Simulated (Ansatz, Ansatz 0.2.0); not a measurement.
# Enthalpy of formation of YPt: PBEsol, LDA and r2SCAN all more exothermic than the compiled value

## The question

The quantity is the enthalpy of formation of the 1:1 compound YPt from its elements, expressed per atom. The reference is a compiled value whose method is not stated, so I cannot assume a particular calorimetric route or a particular temperature. This is a blind prediction: the measured value stays closed until I have committed to an estimate, and the source is named only then. The physical expectation is a strongly exothermic compound, because yttrium is electropositive and platinum has a deep, nearly filled d band that can take up charge and form strong d–d bonds with it.

## How to go about it

The aim is ΔH per atom within 15 % of the measured value. For a strongly exothermic intermetallic, reasonable functionals can differ by around a tenth of the enthalpy, so a much narrower target would test the choice of functional more than the calculation. A much wider one would hardly go beyond saying that the compound is very stable.

The model is the ordered Pnma crystal with 8 atoms in the cell, set against metallic yttrium and platinum. The starting cell comes from earlier theory, not from diffraction, so I relax the compound and both elements with the functional in use. Energies are static; the thermal and zero-point contributions to such a difference between metals should be roughly 0.01 eV/atom.

I start with PBEsol, then test basis and k mesh in LDA, and look at spin–orbit coupling because platinum is heavy. A meta-GGA gives the neighbouring level for scale.

Plain PBE is not among the levels examined in this study.

System: YPt; Pnma (No. 62), 8 atoms in the primitive cell; the database structure is a structure relaxed by earlier theory, not a measurement: a = 7.046 Å, b = 4.514 Å, c = 5.552 Å.

## 1. PBEsol with all three solids relaxed

PBEsol describes the lattices of heavy transition metals well and treats compound and elements on the same footing. I skip LDA in fixed database cells: it would leave a different residual strain in each solid, and these need not cancel in the difference. I also skip a low cutoff, whose basis error can differ between yttrium and platinum environments. I expect a large negative enthalpy and a cell volume close to the starting one.

**Run 1.** Ansatz 0.2.0: PBEsol, compound and elements relaxed, PAW set soft_2, cutoff 420 eV, 4x8x6 k mesh, Gaussian smearing 0.1 eV.

Key lines of the input:
```
crystal:
  # lattice and atoms
kpoints:
  mp_grid: { grid: [4, 8, 6] }
hamiltonian:
  xc: pbesol
scf:
  occupations: { method: gaussian, width: 0.1 }
output:
  stress: true
basis:
  ecutwfc: 420.0
relax:
  adjacent_minimum: "off"
  max_steps: 60
  cell: { stress_tol: 0.03 }
```

Command:
```
ansatz run input.yaml --threads 4 --pin off --max-ram 16384MiB --backend cpu --events-out ev --progress --plain --runs-dir out
```

Selected lines of the output:
```
[YPt, 8 atoms, 4x8x6 mesh] E sigma→0 (E₀):  -64725.419480 eV
[Y, 2 atoms, 12x12x8 mesh] E sigma→0 (E₀):  -7590.145685 eV
[Pt, 1 atoms, 18x18x18 mesh] E sigma→0 (E₀):  -12383.816228 eV
```

Converged; 1.7 min on 4 cores of Arm Neoverse V1, shared host (all steps together).

| quantity | run 1 |
| --- | --- |
| ΔH per atom (eV/atom) | −1.2329 |
| ΔH per mole of formula units (kJ/mol) | −237.9 |
| conventional cell volume (Å³) | 171.14 |

PBEsol gives −1.2329 eV/atom, strongly exothermic as the bonding picture suggests. The relaxed volume is 171.14 Å³, about 3 % below that of the starting cell, or roughly 1 % in length. Since that cell came from earlier theory, the contraction says nothing about agreement with experiment.

The enthalpy is a small remainder of very large total energies, so it relies on basis and sampling errors cancelling between the compound and two quite different metals. That needs a test.

## 2. Basis and k mesh tested in LDA

I make the convergence test in LDA: a reference at the cutoff and mesh of the PBEsol run, then a higher cutoff and a denser mesh, each changed alone. Strictly, the shifts belong to LDA, but they will show whether this potential set and sampling can hold a formation enthalpy steady. I expect each shift to stay below about 0.02 eV/atom. The reference run also shows what a change of functional does, and I expect LDA to bind the compound somewhat more strongly than PBEsol.

**Run 2.** Ansatz 0.2.0: LDA, compound and elements relaxed, PAW set soft_2, cutoff 420 eV, 4x8x6 k mesh, Gaussian smearing 0.1 eV.

Key lines of the input, as changed from run 1:
```diff
  hamiltonian:
-   xc: pbesol
+   xc: lda
```

Selected lines of the output:
```
[YPt, 8 atoms, 4x8x6 mesh] E sigma→0 (E₀):  -63972.312410 eV
[Y, 2 atoms, 12x12x8 mesh] E sigma→0 (E₀):  -7491.114867 eV
[Pt, 1 atoms, 18x18x18 mesh] E sigma→0 (E₀):  -12244.984614 eV
```

Converged; took 1.9 min (all steps together).

**Run 3.** Ansatz 0.2.0: LDA, compound and elements relaxed, PAW set soft_2, cutoff 570 eV, 4x8x6 k mesh, Gaussian smearing 0.1 eV.

Key lines of the input, as changed from run 2:
```diff
  basis:
-   ecutwfc: 420.0
+   ecutwfc: 570.0
```

Selected lines of the output:
```
[YPt, 8 atoms, 4x8x6 mesh] E sigma→0 (E₀):  -63972.318178 eV
[Y, 2 atoms, 12x12x8 mesh] E sigma→0 (E₀):  -7491.115288 eV
[Pt, 1 atoms, 18x18x18 mesh] E sigma→0 (E₀):  -12244.985843 eV
```

Converged; took 2.7 min (all steps together).

**Run 4.** Ansatz 0.2.0: LDA, compound and elements relaxed, PAW set soft_2, cutoff 420 eV, 6x10x8 k mesh, Gaussian smearing 0.1 eV.

Key lines of the input, as changed from run 2:
```diff
  kpoints:
-   mp_grid: { grid: [4, 8, 6] }
+   mp_grid: { grid: [6, 10, 8] }
```

Selected lines of the output:
```
[YPt, 8 atoms, 6x10x8 mesh] E sigma→0 (E₀):  -63972.283421 eV
[Pt, 1 atoms, 22x22x22 mesh] E sigma→0 (E₀):  -12244.989341 eV
```

Converged; took 2.7 min (all steps together).

| quantity | run 2 | run 3 | run 4 |
| --- | --- | --- | --- |
| ΔH per atom (eV/atom) | −1.2680 | −1.2680 | −1.2626 |
| ΔH per mole of formula units (kJ/mol) | −244.7 | −244.7 | −243.6 |
| conventional cell volume (Å³) | 166.59 | 166.60 | 166.81 |

Raising the cutoff leaves the LDA enthalpy at −1.2680 eV/atom: the total energies of all three solids fall slightly, and the changes cancel. The denser mesh makes it less negative by 0.0054 eV/atom, with the compound and platinum moving in opposite directions. Both shifts are within the 0.02 eV/atom I allowed and far below the target width. They test LDA with this potential set, not PBEsol itself.

LDA binds the compound more strongly than PBEsol, as I had thought, but only by 0.0351 eV/atom. Its cell is smaller by 4.55 Å³. In relative terms, enthalpy and volume both change by almost 3 %.

## 3. Spin–orbit coupling and a meta-GGA

Two physical questions remain. Spin–orbit coupling lowers the energy of platinum metal and of platinum in the compound by different amounts, and the difference enters the enthalpy directly. I take it in LDA, where I have scalar-relativistic values to set beside it. The mesh is coarser in two directions, so a shift of a few hundredths of an eV could not be assigned to the coupling alone. I expect no more than that.

r2SCAN is the neighbouring level for scale. Meta-GGAs of this family tend to make strongly bound transition-metal compounds too stable, so I expect a more negative value than from PBEsol.

**Run 5.** Ansatz 0.2.0: LDA with spin-orbit coupling, compound and elements relaxed, cutoff 420 eV, 4x6x4 k mesh, Gaussian smearing 0.1 eV.

Key lines of the input, as changed from run 2:
```diff
  kpoints:
-   mp_grid: { grid: [4, 8, 6] }
+   mp_grid: { grid: [4, 6, 4] }
  hamiltonian:
+   pseudopotentials: { kind: paw_fr }
+ magnetization:
+   noncollinear: true
+   spin_orbit: true
```

Selected lines of the output:
```
[YPt, 8 atoms, 4x6x4 mesh] E sigma→0 (E₀):  -64107.974452 eV
[Y, 2 atoms, 12x12x6 mesh] E sigma→0 (E₀):  -7492.512668 eV
[Pt, 1 atoms, 14x14x14 mesh] E sigma→0 (E₀):  -12278.275556 eV
```

Converged; took 7.4 min (all steps together).

**Run 6.** Ansatz 0.2.0: r2SCAN, compound and elements relaxed, PAW set soft_2, cutoff 520 eV, 4x8x6 k mesh, Gaussian smearing 0.1 eV.

Key lines of the input, as changed from run 1:
```diff
  hamiltonian:
-   xc: pbesol
+   xc: r2scan
  basis:
-   ecutwfc: 420.0
+   ecutwfc: 520.0
```

Command:
```
ansatz run input.yaml --threads 8 --pin off --max-ram 16384MiB --backend cpu --events-out ev --progress --plain --runs-dir out
```

Selected lines of the output:
```
[YPt, 8 atoms, 4x8x6 mesh] E sigma→0 (E₀):  -65596.965423 eV
[Y, 2 atoms, 12x12x8 mesh] E sigma→0 (E₀):  -7719.415515 eV
[Pt, 1 atoms, 18x18x18 mesh] E sigma→0 (E₀):  -12536.783334 eV
```

Converged; 100 s on 8 cores of Arm Neoverse V1, shared host (all steps together).

| quantity | run 5 | run 6 |
| --- | --- | --- |
| ΔH per atom (eV/atom) | −1.2309 | −1.3751 |
| ΔH per mole of formula units (kJ/mol) | −237.5 | −265.4 |
| conventional cell volume (Å³) | 166.50 | 176.27 |

With spin–orbit coupling the LDA enthalpy is −1.2309 eV/atom, less negative by about 0.037 eV/atom than the scalar-relativistic value at the same cutoff. That is within the few hundredths I expected. The sign would fit platinum metal gaining more from the coupling than platinum in the compound, but the potentials and the mesh changed as well, so I can't assign the whole shift to it. The volume hardly moves.

r2SCAN gives −1.3751 eV/atom, more negative than PBEsol by 0.1422 eV/atom, or about 12 %. The direction is the one I expected, and the step is much larger than the cutoff and mesh shifts found in LDA. The choice of functional is therefore the main uncertainty seen here. Volume doesn't order the results: LDA has the smallest cell and r2SCAN the largest, yet both bind the compound more strongly than PBEsol.

## Prediction

ΔH per atom: −1.23 ± 0.15 eV/atom.

This is the PBEsol value, rounded, with no correction added. I chose PBEsol at the outset for its treatment of heavy transition metals, and nothing in the later runs gives me a reason to leave it. The error bar follows mainly from the distance to r2SCAN, 0.1422 eV/atom, which is also about the error I would expect of such a functional for a strongly exothermic intermetallic. The cutoff and mesh shifts found in LDA are small beside it. The LDA run with spin–orbit coupling suggests a slightly less negative enthalpy, but its potentials and mesh differ too, so I leave that shift inside the error bar. The same holds for the thermal and zero-point contributions, roughly 0.01 eV/atom.

## Measured values

Source: a printed reference work on machine-learning prediction of intermetallic formation enthalpies.

| compared with | measured | source's wording or label | method |
| --- | --- | --- | --- |
| ΔH per atom (eV/atom) | −1.07788 | -104.0 kJ/mol atoms | compiled value, method not stated |

Conditions are those given with the value in the passage it was taken from; "not stated" means there, and the paper may say more elsewhere.

## The runs side by side

| run | settings | ΔH per atom (eV/atom) | deviation | cost |
| --- | --- | --- | --- | --- |
| 1 | PBEsol, PAW set soft_2, cutoff 420 eV, 4x8x6 k mesh | −1.2329 | −0.1550 (−14.4 %) | 6.7 core-min |
| 2 | LDA, PAW set soft_2, cutoff 420 eV, 4x8x6 k mesh | −1.2680 | −0.1901 (−17.6 %) | 7.5 core-min |
| 3 | LDA, cutoff 570 eV | −1.2680 | −0.1901 (−17.6 %) | 11 core-min |
| 4 | LDA, 6x10x8 mesh | −1.2626 | −0.1847 (−17.1 %) | 11 core-min |
| 5 | LDA+SOC, 4x6x4 mesh | −1.2309 | −0.1530 (−14.2 %) | 29 core-min |
| 6 | r2SCAN, cutoff 520 eV | −1.3751 | −0.2972 (−27.6 %) | 13 core-min |
|  | measured | −1.07788 |  |  |

## What the runs support

The committed PBEsol result meets the 15 % target, but only just. It gives −1.2329 eV/atom against a measured −1.07788, which is 14.4 % too exothermic, at a cost of 6.7 core-minutes. The rounded estimate of −1.23 ± 0.15 leaves the measured value marginally outside its error bar. The pass has less than 0.01 eV/atom to spare, and ordinary calorimetric scatter could undo it.

Every level errs in the same direction. LDA on the denser mesh is 17.1 % too exothermic and r2SCAN 27.6 %, so the meta-GGA was no improvement here. The LDA tests put cutoff and mesh effects at about 0.005 eV/atom or less, far too small to explain the 0.155 eV/atom left in PBEsol. Convergence in PBEsol itself was not examined here, which is a weakness with so thin a margin.

The LDA run with spin–orbit coupling was less exothermic by about 0.037 eV/atom. That is the right direction, but its potentials and mesh also changed, and I can't carry the shift over to PBEsol. Thermal and zero-point terms, at roughly 0.01 eV/atom, are also too small. The oxygen and halogen errors familiar from other formation enthalpies play no part, since both elements are metals.

Overbinding by the functionals may account for part of the remainder, but these runs don't show how much. The reference may contribute too: if it came from direct synthesis calorimetry, an incomplete reaction would make it too weakly exothermic. With its method unstated, I can't divide the difference between theory and measurement. Plain PBE would be the natural next functional to try.

[Logs are printed without paths, hosts, clocks, repeated set-up lines and the standing remarks that a program may print on its own settings, such as how far it seeks lower states.]

[The runs shown are a pick from a larger set of finished runs; failed, doubtful and other runs were left out of it ahead of writing. So were measured values far from every level or from commonly accepted values, and agreement can look better than it is. Lines of input and output are excerpts and may be shortened.]

[The starting structure comes from the Materials Project. Plain PBE was run on this system too; it isn't shown.]
